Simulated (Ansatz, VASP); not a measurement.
# One calculation of MgI2, two programs

INCAR

```
ALGO     = Normal         # electronic algorithm
EDIFF    = 1E-6           # SCF threshold, eV
ENCUT    = 520            # plane-wave cutoff, eV
GGA      = PE             # functional
ISIF     = 2              # what is computed and relaxed
ISMEAR   = 0              # smearing method
LASPH    = True           # aspherical terms in the spheres
LCHARG   = False          # write CHGCAR
LREAL    = False          # projectors in reciprocal space
LWAVE    = False          # write WAVECAR
NBANDS   = 15             # bands
NELM     = 80             # most SCF steps
PREC     = Accurate       # precision mode
SIGMA    = 0.05           # smearing width, eV
```

File KPOINTS:

```
k-points
0
Gamma
  6 6 4
```

POSCAR

```
MgI2
1.0
    4.2072027146      0.0000000000      0.0000000000
   -2.1036013573      3.6435444297      0.0000000000
    0.0000000000      0.0000000000      7.8117229395
Mg I
1 2
Direct
    0.0000000000      0.0000000000      0.0000000000
    0.3333333333      0.6666666667      0.7858667836
    0.6666666667      0.3333333333      0.2141332164
```

Input for Ansatz:

```yaml
crystal:
  lattice:
    - [4.2072027146, 0.0, 0.0]
    - [-2.1036013573, 3.6435444297, 0.0]
    - [0.0, 0.0, 7.8117229395]
  atoms:
    - { symbol: Mg, position: [0.0, 0.0, 0.0] }
    - { symbol: I, position: [0.3333333333, 0.6666666667, 0.7858667836] }
    - { symbol: I, position: [0.6666666667, 0.3333333333, 0.2141332164] }
basis:
  ecutwfc: 520.0
kpoints:
  mp_grid: { grid: [6, 6, 4] }
hamiltonian:
  xc: pbe
scf:
  occupations: { method: gaussian, width: 0.05 }
output:
  forces: true
  stress: true
  eigenvalues: true
```

Alike in both runs: task single point; functional PBE; k mesh 6 × 6 × 4; occupations gaussian, width 0.05 eV; no spin polarisation.

```csv
,VASP,Ansatz
version,VASP 6.6.1,Ansatz 0.2.0
potentials or method,"VASP PAW PBE potentials, release 64 (Mg, I)","scalar-relativistic, plane waves, PAW"
plane-wave cutoff (eV),520,520
valence electrons in the cell,16,44
```

Ansatz gave:

| Property | Result |
| --- | --- |
| gap on the k mesh at the Fermi level (eV) | 3.63 |
| least direct gap on the mesh (eV) | 3.72 |
| pressure (GPa) | 0.0 |
| rms of the force components (eV/Å) | 0.000 |

Question: What did VASP give for the same quantities?

Answer: gap on the k mesh at the Fermi level (eV): 3.61; least direct gap on the mesh (eV): 3.71; pressure (GPa): 0.0; rms of the force components (eV/Å): 0.005.

Atom by atom the forces differ by 0.005 eV/Å (rms over components). With one functional, cell and mesh, what is left measures potentials, basis and numerics. The two sets of potentials don't hold the same shells in valence.

Caveats: spin-orbit coupling is left out, which moves the levels of the heavy elements; this functional lacks dispersion, which binds the layers, so the pressure and a relaxed spacing across them are unreliable. Expect the measured gap to be larger: semilocal functionals such as PBE lack the derivative discontinuity. A k mesh can miss the band edges.
